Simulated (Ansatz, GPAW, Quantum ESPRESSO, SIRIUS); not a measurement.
## MgS: energy against volume and a worked fit

```cif
data_structure
_symmetry_space_group_name_H-M 'P 1'
_symmetry_Int_Tables_number 1
_cell_length_a 4.0066
_cell_length_b 4.0066
_cell_length_c 4.0066
_cell_angle_alpha 60.000
_cell_angle_beta 60.000
_cell_angle_gamma 60.000
_cell_volume 45.48
loop_
_atom_site_label
_atom_site_type_symbol
_atom_site_fract_x
_atom_site_fract_y
_atom_site_fract_z
_atom_site_occupancy
S1 S 0.25000 0.25000 0.25000 1
Mg1 Mg 0.00000 0.00000 0.00000 1
```

The cell comes from a database or a generator and needn't be the stable form of this composition.

The cell was scaled at fixed shape and fractions and run with SIRIUS, PseudoDojo 0.4.1 PBEsol standard (scalar relativistic), cutoff 1152 eV; PBEsol, k mesh 8 × 8 × 8 on the cell of 2 atoms, fermi-dirac occupations of 0.05 eV, no spin polarisation, no spin-orbit coupling. Energies are those that the program minimises, any entropy of the smearing included.

| V (Å³/atom) | energy over the lowest row (meV/atom) |
| --- | --- |
| 21.3758 | 12.408 |
| 21.8306 | 4.495 |
| 22.2854 | 0.487 |
| 22.7402 | 0.000 |
| 23.1950 | ? |
| 23.6498 | 8.268 |
| 24.1046 | 16.436 |

Fit the third-order Birch-Murnaghan form, give V0, B0 and B′, and predict the energy left open.

With y = (V0/V)^(2/3), E = E0 + (9 V0 B0/16) [(y - 1)³ B′ + (y - 1)² (6 - 4y)]. Least squares through the rows shown give V0 = 22.5774 Å³/atom, E0 = -0.208 meV, B0 = 57.66 GPa (1 eV/Å³ = 160.218 GPa) and B′ = 4.06, with a largest miss of 0.002 meV. At V = 23.1950 the form with these constants gives 2.697 meV; the run gave 2.697 meV an atom. Other set-ups at this level, from all their volumes (Å³/atom, GPa): GPAW, PAW data sets generated for this functional: V0 22.602, B0 57.88; Ansatz, all-electron LAPW, scalar-relativistic: V0 22.557, B0 57.7; Quantum ESPRESSO, GBRV 1.5 PBEsol: V0 22.545, B0 57.74; SIRIUS, all-electron FP-LAPW, apw+lo standard: V0 22.554, B0 57.84.

The positions describe zinc-blende MgS, with each atom tetrahedrally surrounded by the other species. The fitted minimum lies slightly below the volume of the listed cell, and the modulus of 57.66 GPa marks a fairly soft solid. That fits an open network of strongly polar Mg–S bonds, with few neighbours and much empty space per atom. The rocksalt form, the usual one for MgS, packs the ions more densely and is stiffer, so these constants shouldn't be read as those of ordinary MgS.

B′ of 4.06 reflects the usual anharmonicity: on compression, the short-range repulsion between closed-shell-like ions grows faster than the electrostatic attraction, so the crystal stiffens. The omitted point lies inside the fitted range, so its recovery confirms a smooth curve but says little about extrapolation to strong compression. The close agreement with the all-electron results suggests that the pseudopotentials add little error to the volume or stiffness of this phase; it doesn't test the accuracy of PBEsol itself, which all the set-ups share.
